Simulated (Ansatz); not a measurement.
Pt in Ansatz: the effect of functional

The system is Pt.

```xyz
2
Lattice="2.7234 0.0000 0.0000 -1.3617 2.3585 0.0000 0.0000 0.0000 4.7274" Properties=species:S:1:pos:R:3 pbc="T T T"
Pt    0.0000    1.5723    1.1818
Pt    1.3617    0.7862    3.5455
```

This isn't the form of Pt at room conditions, which is fcc.

The cell isn't the ideal one: volume scaled by 0.96.

Alike in all runs:

- Program: Ansatz 0.2.0
- Task: single point
- Potentials or basis: Ansatz PAW
- k mesh: 11 × 11 × 6
- Occupations: fermi-dirac, width 0.05 eV
- Spin: no spin polarisation

```tsv
functional	cutoff	pressure (GPa)
LDA	420 eV (not typed: the program's choice for these potentials)	-5.8
PBEsol	420 eV (not typed: the program's choice for these potentials)	?
r2SCAN	500 eV (not typed: the program's choice for these potentials)	4.3
```

Question: What does the run with functional PBEsol give?

Answer: Pressure -0.5 GPa.

Caveats: the PAW data sets come from PBE, with cores solved anew for the run's functional, which leaves a small shift of forces and pressure.

Runs at the PBE level aren't shown here.
